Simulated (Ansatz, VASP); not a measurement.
**One calculation of Hf, two programs**

The input INCAR:

```
PREC     = Accurate       # precision mode
ENCUT    = 520            # plane-wave cutoff, eV
EDIFF    = 1E-7           # SCF threshold, eV
ISMEAR   = -1             # smearing method
SIGMA    = 0.05           # smearing width, eV
LREAL    = F              # projectors in reciprocal space
LASPH    = T              # aspherical terms in the spheres
NELM     = 100            # most SCF steps
ALGO     = Normal         # electronic algorithm
ISIF     = 2              # what is computed and relaxed
LWAVE    = F              # write WAVECAR
LCHARG   = F              # write CHGCAR
GGA      = CA             # functional
NBANDS   = 11             # bands
```

The input KPOINTS:

```
regular mesh
0
Gamma
  10 10 10
```

The input POSCAR:

```
Hf
1.0
    0.0000000000      2.2492138765      2.2492138765
    2.2492138765      0.0000000000      2.2492138765
    2.2492138765      2.2492138765      0.0000000000
Hf
1
Direct
    0.0000000000      0.0000000000      0.0000000000
```

Contents of input.yaml:

```yaml
crystal:
  lattice:
    - [0.0, 2.2492138765, 2.2492138765]
    - [2.2492138765, 0.0, 2.2492138765]
    - [2.2492138765, 2.2492138765, 0.0]
  atoms:
    - { symbol: Hf, position: [0.0, 0.0, 0.0] }
hamiltonian:
  xc: lda
  pseudopotentials: { kind: paw }
kpoints:
  mp_grid: { grid: [10, 10, 10] }
scf:
  occupations: { method: fermi_dirac, width: 0.05 }
output:
  forces: true
  stress: true
  eigenvalues: true
  write_density: true
  write_potential: true
  elf: true
  volumetric_format: npy
```

This isn't the form of Hf at room conditions, which is hcp.

Alike in both runs: task single point; functional LDA; k mesh 10 × 10 × 10; occupations fermi-dirac, width 0.05 eV; no spin polarisation.

|  | VASP | Ansatz |
| --- | --- | --- |
| version | VASP 6.6.1 | Ansatz 0.2.0 |
| potentials or method | VASP PAW LDA potentials, release 64 (Hf_pv) | Ansatz PAW |
| plane-wave cutoff (eV) | 520 | 420 |
| valence electrons in the cell | 10 | 26 |

```tsv
	VASP	Ansatz	Ansatz less VASP
gap on the k mesh at the Fermi level (eV)	none	none	-
pressure (GPa)	-9.3	-9.3	+0.02
```

A gap of «none» marks a metal or a gap that the smearing closes. The two sets of potentials don't hold the same shells in valence.

Caveats: the PAW data sets come from PBE, with cores solved anew for the run's functional, which leaves a small shift of forces and pressure (Ansatz). The runs have no spin-orbit coupling, so splittings on Hf are missing.
